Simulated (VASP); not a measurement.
# Pt (C2/m) in VASP: a series of runs

One crystal, Pt, is run at these levels: PBE; tasks: single point, relaxation of cell and atoms.

Everything below comes from runs of VASP 6.6.1. Logs are shortened: lines on timing, memory, paths and dates and some standing lists are left out, and cuts for length are marked.

## Step 1: The structure

The structure is monoclinic, space group C2/m (No. 12). Conventional cell: a = 5.753 Å, b = 3.431 Å, c = 7.619 Å, α = 90.00°, β = 102.17°, γ = 90.00°. Around Pt (site symmetry m) lie 1 Pt at 1.51 Å. Around Pt (site symmetry m) lie 1 Pt at 1.51 Å.

The cell was built by a generator and needn't be a form met in nature.

## Step 2: Single point, PBE

INCAR reads:

```
ALGO     = Normal         # electronic algorithm
EDIFF    = 1E-7           # SCF threshold, eV
ENCUT    = 520            # plane-wave cutoff, eV
GGA      = PE             # functional
ISIF     = 2              # what is computed and relaxed
ISMEAR   = 0              # smearing method
LASPH    = True           # aspherical terms in the spheres
LCHARG   = True           # write CHGCAR
LELF     = True           # ELF
LREAL    = False          # projectors in reciprocal space
LVHAR    = True         
LWAVE    = False          # write WAVECAR
NBANDS   = 28             # bands
NELM     = 100            # most SCF steps
PREC     = Accurate       # precision mode
SIGMA    = 0.1            # smearing width, eV
```

KPOINTS reads:

```
k-points
0
Gamma
  6 6 4
```

POSCAR reads:

```
Pt
1.0
    2.8765028098     -1.7154416757      0.0000000000
    2.8765028098      1.7154416757      0.0000000000
   -1.6066680294      0.0000000000      7.4475481948
Pt
4
Direct
    0.0504000000      0.0504000000      0.0996000000
    0.9496000000      0.9496000000      0.9004000000
    0.5050000000      0.5050000000      0.6000000000
    0.4950000000      0.4950000000      0.4000000000
```

Potentials or basis: VASP PAW PBE potentials, release 64 (Pt).

Started as:

```
> cat potpaw_PBE.64/Pt/POTCAR > POTCAR
> mpirun -np 1 vasp_std > vasp.out
```

OUTCAR:

```text
EDIFF = 1E-7
   ENCUT = 520
   GGA = PE
   ISIF = 2
   ISMEAR = 0
   LASPH = True
   LREAL = False
   NELM = 100
   PREC = Accurate

 ion  position               nearest neighbor table
   1  0.050  0.050  0.100-   2 1.51   4 2.93   4 2.93   4 3.05   2 3.46   2 3.46
   2  0.950  0.950  0.900-   1 1.51   3 2.93   3 2.93   3 3.05   1 3.46   1 3.46
   3  0.505  0.505  0.600-   4 1.51   2 2.93   2 2.93   2 3.05   4 3.46   4 3.46
   4  0.495  0.495  0.400-   3 1.51   1 2.93   1 2.93   1 3.05   3 3.46   3 3.46

 -----------------------------------------------------------------------------
|                                                                             |
|           W    W    AA    RRRRR   N    N  II  N    N   GGGG   !!!           |
|           W    W   A  A   R    R  NN   N  II  NN   N  G    G  !!!           |
|           W    W  A    A  R    R  N N  N  II  N N  N  G       !!!           |
|           W WW W  AAAAAA  RRRRR   N  N N  II  N  N N  G  GGG   !            |
|           WW  WW  A    A  R   R   N   NN  II  N   NN  G    G                |
|           W    W  A    A  R    R  N    N  II  N    N   GGGG   !!!           |
|                                                                             |
|     The distance between some ions is very small. Please check the          |
|     nearest-neighbor list in the OUTCAR file.                               |
|     I HOPE YOU KNOW WHAT YOU ARE DOING!                                     |
|                                                                             |
 -----------------------------------------------------------------------------

  LATTYP: Found a base centered monoclinic cell.
 ALAT       =     5.7530056196
 B/A-ratio  =     0.5963636364
 C/A-ratio  =     1.3243306311
 COS(beta)  =    -0.2108797750

  Lattice vectors:

 A1 = (   2.8765028098,  -1.7154416757,   0.0000000000)
 A2 = (   2.8765028098,   1.7154416757,   0.0000000000)
 A3 = (  -1.6066680294,   0.0000000000,   7.4475481948)

Analysis of symmetry for initial positions (statically):
=====================================================================
 Subroutine PRICEL returns:
 Original cell was already a primitive cell.

 Routine SETGRP: Setting up the symmetry group for a
 base centered monoclinic supercell.

 Subroutine GETGRP returns: Found  4 space group operations
 (whereof  4 operations were pure point group operations)
 out of a pool of  4 trial point group operations.

The static configuration has the point symmetry C_2h.

Analysis of symmetry for dynamics (positions and initial velocities):
=====================================================================
 Subroutine PRICEL returns:
[... 121 lines left out ...]
   POTIM  = 0.5000    time-step for ionic-motion
   TEBEG  =    0.0;   TEEND  =   0.0 temperature during run
   PSTRESS=    0.0 pullay stress
   NELECT =      40.0000    total number of electrons
   NUPDOWN=      -1.0000    fix difference up-down
   EMIN   =  10.00;   EMAX   =-10.00  energy-range for DOS
   EFERMI =   0.00;   METHOD = LEGACY
   ISMEAR =     0;   SIGMA  =   0.10  broadening in eV -4-tet -1-fermi 0-gaus
   EFERMI_NEDOS =   21; number of points for ismear=-14 and -15
   IALGO  =     38    algorithm
   IMIX   =      4    mixing-type and parameters
     AMIX     =   0.40;   BMIX     =  1.00
     AMIX_MAG =   1.60;   BMIX_MAG =  1.00
  volume/ion in A,a.u.               =      18.37       124.00
  Fermi-wavevector in a.u.,A,eV,Ry     =   1.336596  2.525800 24.306654  1.786489
  Thomas-Fermi vector in A             =   2.465210
   LORBIT       =      0    0 simple, 1 ext, 2 COOP (PROOUT), +10 PAW based schemes
   GGA     = PE    functional components
   LHFCALC =     F    Hartree Fock is set to
   AEXX    =    0.0000 exact exchange contribution
   IVDW    =     0    specifies the selected vdW correction
   LEPSILON=     F    determine dielectric tensor
   LRPA    =     F    only Hartree local field effects (RPA)
 non-spin polarized calculation
 Gauss-broadening in eV      SIGMA  =   0.10
  energy-cutoff  :      520.00
  volume of cell :       73.50
 maximum number of plane-waves:      2006
 NGX is ok and might be reduce to    28
   NGX = 13   NGY = 13   NGZ = 29

 number of electron      40.0000003 magnetization

 Free energy of the ion-electron system (eV)
  ---------------------------------------------------
  ext. energy  EPLUGINS =         0.00000000
  ---------------------------------------------------
  free energy    TOTEN  =        23.30044839 eV

  energy without entropy =       23.31872214  energy(sigma->0) =       23.30958526

 E-fermi :   9.1861     XC(G=0): -11.8772

 val. band max:        9.1774326811   @ k =   0.5000   0.1667   0.2500
 cond. band min:       9.1861505303   @ k =   0.1667   0.0000   0.2500
 fundamental gap:      0.0087178492
 Fermi energy:         9.1860672599

 k-point     1 :       0.0000    0.0000    0.0000
  band No.  band energies     occupation
      1      -2.9371      2.00000
      2      -2.8191      2.00000
      3      -2.7873      2.00000
      4      -2.4860      2.00000
      5      -2.4089      2.00000
      6      -2.2298      2.00000
[... 733 lines left out ...]
     27      16.6520      0.00000
     28      17.9485      0.00000

 [... further k-points ...]

------------------------ aborting loop because EDIFF is reached ----------------------------------------

  FORCE on cell =-STRESS in cart. coord.  units (eV):
  Direction    XX          YY          ZZ          XY          YZ          ZX
  --------------------------------------------------------------------------------------
  -------------------------------------------------------------------------------------
  Total        3.6852134     -1.6103360    189.5267010      0.0000000      0.0000000     -0.0285098
  in kB       80.3321042    -35.1029000   4131.3967934      0.0000000      0.0000000     -0.6214708
  external PRESSURE =    1392.2086659 kB  Pullay stress =       0.0000000 kB

 VOLUME and BASIS-vectors are now :
 -----------------------------------------------------------------------------
  energy-cutoff  :      520.00
  volume of cell :       73.50
      direct lattice vectors                 reciprocal lattice vectors
     2.876502810 -1.715441676  0.000000000     0.173822184 -0.291470125  0.037498857
     2.876502810  1.715441676  0.000000000     0.173822184  0.291470125  0.037498857
    -1.606668029  0.000000000  7.447548195     0.000000000  0.000000000  0.134272377

 POSITION                                       TOTAL-FORCE (eV/Angst)
 -----------------------------------------------------------------------------------
      0.12993      0.00000      0.74178        12.721868      0.000000     68.815446
      4.01641      0.00000      6.70577       -12.721868      0.000000    -68.815446
      1.94127      0.00000      4.46853       -12.533563      0.000000     67.720560
      2.20507      0.00000      2.97902        12.533563      0.000000    -67.720560
 -----------------------------------------------------------------------------------
    total drift:                                0.000000      0.000000      0.000000

  FREE ENERGIE OF THE ION-ELECTRON SYSTEM (eV)
  ---------------------------------------------------
  free  energy   TOTEN  =        23.3004483883 eV

  energy  without entropy=       23.3187221362  energy(sigma->0) =       23.30958526
```

OSZICAR:

```text
N       E                     dE             d eps       ncg     rms          rms(c)
DAV:   1     0.289586589296E+03    0.28959E+03   -0.20482E+04  2632   0.135E+03
DAV:   2     0.313390368245E+02   -0.25825E+03   -0.24830E+03  2972   0.309E+02
DAV:   3     0.219077050291E+02   -0.94313E+01   -0.93056E+01  2972   0.546E+01
DAV:   4     0.217973998799E+02   -0.11031E+00   -0.11027E+00  2868   0.643E+00
DAV:   5     0.217955052604E+02   -0.18946E-02   -0.18946E-02  2932   0.861E-01    0.475E+01
DAV:   6     0.228881483944E+02    0.10926E+01   -0.65285E-01  2908   0.435E+00    0.306E+01
DAV:   7     0.232491669930E+02    0.36102E+00   -0.71775E-01  2888   0.544E+00    0.434E+00
DAV:   8     0.232787217709E+02    0.29555E-01   -0.63881E-01  2840   0.514E+00    0.291E+00
DAV:   9     0.233002513615E+02    0.21530E-01   -0.11486E-01  2844   0.228E+00    0.355E-01
DAV:  10     0.233004505252E+02    0.19916E-03   -0.44955E-03  2800   0.395E-01    0.153E-01
DAV:  11     0.233004408914E+02   -0.96338E-05   -0.14152E-04  2964   0.690E-02    0.443E-02
DAV:  12     0.233004484545E+02    0.75631E-05   -0.25148E-05  2832   0.257E-02    0.169E-02
DAV:  13     0.233004484547E+02    0.18645E-09   -0.15587E-06  3068   0.748E-03    0.869E-03
DAV:  14     0.233004483883E+02   -0.66353E-07   -0.57889E-07  2852   0.475E-03
   1 F= 0.23300448E+02 E0= 0.23309585E+02  d E =-.182737E-01
```

stdout:

```text
POSCAR found type information on POSCAR Pt
 POSCAR found :  1 types and       4 ions
 scaLAPACK will be used
 LDA part: xc-table for (Slater+PW92), standard interpolation
 -----------------------------------------------------------------------------
|                                                                             |
|           W    W    AA    RRRRR   N    N  II  N    N   GGGG   !!!           |
|           W    W   A  A   R    R  NN   N  II  NN   N  G    G  !!!           |
|           W    W  A    A  R    R  N N  N  II  N N  N  G       !!!           |
|           W WW W  AAAAAA  RRRRR   N  N N  II  N  N N  G  GGG   !            |
|           WW  WW  A    A  R   R   N   NN  II  N   NN  G    G                |
|           W    W  A    A  R    R  N    N  II  N    N   GGGG   !!!           |
|                                                                             |
|     The distance between some ions is very small. Please check the          |
|     nearest-neighbor list in the OUTCAR file.                               |
|     I HOPE YOU KNOW WHAT YOU ARE DOING!                                     |
|                                                                             |
 -----------------------------------------------------------------------------

 POSCAR, INCAR and KPOINTS ok, starting setup
 FFT: planning ... GRIDC
 FFT: planning ... GRID_SOFT
 FFT: planning ... GRID
 WAVECAR not read
 entering main loop
```

Wall time 1.9 min (1 thread of Intel Xeon Platinum 8259CL at 2.50GHz (Skylake/Cascade Lake), shared host); peak memory 0.23 GiB.

Results:

* Free energy: 23.3004 eV
* Pressure: 139.2 GPa
* Largest force: 69.982 eV/Å
* Band gap on the k mesh: none (metal or under the smearing width)

Forces in eV/Å, atoms in the order of the input:
```
Pt   12.722   0.000  68.815
Pt  -12.722   0.000 -68.815
Pt  -12.534   0.000  67.721
Pt   12.534   0.000 -67.721
```

Levels at points of the mesh, in eV from the Fermi level:
```
           k point  band 16  band 17  band 18  band 19  band 20  band 21  band 22  band 23  band 24  band 25
(0.00, 0.00, 0.00)    -2.24    -2.06    -1.97    -1.03    -0.43     0.23     1.25     1.96     6.04     9.61
(0.50, 0.00, 0.00)    -1.99    -1.36    -1.33    -0.91    -0.70     0.21     0.32     1.57     1.61     5.16
(0.50, 0.50, 0.00)    -1.61    -1.29    -1.26    -1.22    -1.18    -0.19     1.84     2.04     2.29     3.85
(0.00, 0.00, 0.50)    -2.38    -2.30    -2.23     0.65     0.71     0.80     0.89     2.11     2.26    10.44
(0.50, 0.00, 0.50)    -1.74    -1.44    -1.20    -0.99    -0.82    -0.39     1.55     1.92     2.38     4.28
(0.50, 0.50, 0.50)    -1.76    -1.39    -1.26    -1.12    -0.50     0.18     0.28     1.66     1.85     4.91
```

Caveat: a pressure of tens of GPa on the cell as given is suspect, and the run, the potentials or the cell itself is likely at fault; forces of over 1 eV/Å show positions far from the minimum, so gaps and moduli don't describe the material at rest. The run has no spin-orbit coupling, so splittings on Pt are missing.

## Step 3: Single point, PBE

This run uses another cell than the first one, of 16.21 Å³/atom, 0.882 times its volume.

INCAR reads:

```
ALGO = Fast
EDIFF = 1E-6
ENCUT = 520
GGA = PE
ISIF = 2
ISMEAR = 0
LASPH = T
LCHARG = T
LELF = T
LREAL = F
LVHAR = T
LWAVE = F
NBANDS = 28
NELM = 100
PREC = Accurate
SIGMA = 0.1
```

KPOINTS reads:

```
k-points
0
Gamma
  9 9 2
```

POSCAR reads:

```
Pt
1.0
    2.7339266306      0.0000000000      0.0000000000
   -1.3669633153      2.3676499142      0.0000000000
    0.0000000000      0.0000000000     10.0196711701
Pt
4
Direct
    0.3333333333      0.6666666667      0.1190652069
    0.6666666667      0.3333333333      0.6190652069
    0.3333333333      0.6666666667      0.3809347931
    0.6666666667      0.3333333333      0.8809347931
```

Potentials or basis: VASP PAW PBE potentials, release 64 (Pt).

Started as:

```
> cat potpaw_PBE.64/Pt/POTCAR > POTCAR
> mpirun -np 1 vasp_std > vasp.out
```

Run time: 39 s. Hardware: 1 thread of Intel Xeon Platinum 8259CL at 2.50GHz (Skylake/Cascade Lake), shared host; peak memory 0.19 GiB.

The run converged. Its results:

| Property | Result |
| --- | --- |
| Free energy | -24.1978 eV |
| Pressure | -0.4 GPa |
| Largest force | 0.030 eV/Å |
| Band gap on the k mesh | none (metal or under the smearing width) |

Forces on the atoms (eV/Å):
```
Pt   0.000  0.000  0.030
Pt   0.000  0.000  0.030
Pt   0.000  0.000 -0.030
Pt   0.000  0.000 -0.030
```

Levels at points of the mesh, in eV from the Fermi level:
```csv
k point,band 19,band 20,band 21,band 22,band 23,band 24
"(0.00, 0.00, 0.00)",-1.10,-0.98,-0.92,-0.92,-0.07,-0.07
"(0.00, 0.00, 0.50)",-1.58,-1.58,-0.36,-0.36,-0.36,-0.36
```

## Step 4: Relaxation of cell and atoms, PBE

This run uses another cell than the first one, of 16.19 Å³/atom, 0.881 times its volume.

INCAR reads:

```
SYSTEM = Pt
PREC     = Accurate       ! precision mode
ENCUT    = 600            ! plane-wave cutoff, eV
EDIFF    = 1E-7           ! SCF threshold, eV
ISMEAR   = 0              ! smearing method
SIGMA    = 0.1            ! smearing width, eV
LREAL    = .FALSE.        ! projectors in reciprocal space
LASPH    = .TRUE.         ! aspherical terms in the spheres
NELM     = 100            ! most SCF steps
ALGO     = Normal         ! electronic algorithm
ISIF     = 3              ! what is computed and relaxed
LWAVE    = .FALSE.        ! write WAVECAR
LCHARG   = .FALSE.        ! write CHGCAR
GGA      = PE             ! functional
IBRION   = 2              ! ionic algorithm
NSW      = 90             ! ionic steps
EDIFFG   = -0.04          ! ionic threshold
```

KPOINTS reads:

```
Automatic mesh
0
G
  9 9 2
  0 0 0
```

POSCAR reads:

```
Pt
1.0
    2.7498386624      0.0000000000      0.0000000000
   -1.3749193312      2.3814301379      0.0000000000
    0.0000000000      0.0000000000      9.8886468468
Pt
4
Direct
    0.3333333333      0.6666666667      0.1188686404
    0.6666666667      0.3333333333      0.6188686404
    0.3333333333      0.6666666667      0.3811313596
    0.6666666667      0.3333333333      0.8811313596
```

Started as:

```
> cat potpaw_PBE.64/Pt/POTCAR > POTCAR
> mpirun -np 1 vasp_std > vasp.out
```

Run time: 2 min. Hardware: 1 thread of Intel Xeon Platinum 8259CL at 2.50GHz (Skylake/Cascade Lake), shared host; peak memory 0.21 GiB.

It converged, with:

* Free energy: -24.1983 eV
* Relaxed volume: 16.21 Å³/atom
* Relaxed cell: a = 2.734 Å, b = 2.734 Å, c = 10.017 Å, α = 90.00°, β = 90.00°, γ = 120.00°
* Space group after relaxing (to 0.05 Å): P6_3/mmc (No. 194)
* Energy gained by relaxing: 3.2 meV/atom
* Ionic steps: 5
* Pressure after relaxing: -0.2 GPa
* Largest force after relaxing: 0.033 eV/Å

Forces on the atoms (eV/Å):
```
Pt   0.000  0.000  0.033
Pt   0.000  0.000  0.033
Pt   0.000  0.000 -0.033
Pt   0.000  0.000 -0.033
```

The path:
```csv
step,energy change (eV),largest force (eV/Å),pressure (GPa),volume (Å³)
1,0.0000,0.0043,-0.10,64.76
2,-0.0109,0.1000,0.56,64.65
3,-0.0125,0.0792,0.33,64.68
4,-0.0126,0.0055,-0.72,64.97
5,-0.0129,0.0331,-0.24,64.83
```

Final structure:
```
Pt
1.0
     2.73375    0.00000    0.00000
    -1.36688    2.36750    0.00000
     0.00000    0.00000   10.01740
Pt
4
Direct
  0.33333 0.66667 0.11905
  0.66667 0.33333 0.61905
  0.33333 0.66667 0.38095
  0.66667 0.33333 0.88095
```

Levels at points of the mesh, in eV from the Fermi level:
```
           k point  band 17  band 18  band 19  band 20  band 21  band 22  band 23  band 24
(0.00, 0.00, 0.00)    -1.81    -1.10    -1.10    -0.98    -0.92    -0.92    -0.07    -0.07
(0.00, 0.00, 0.50)    -1.58    -1.58    -1.58    -1.58    -0.36    -0.36    -0.36    -0.36
```

Caveat: the bands computed are all filled at some k points, so no gap is given. Spin-orbit coupling is left out, which matters for the levels of Pt.

(Part 1 of 2 ends here.)
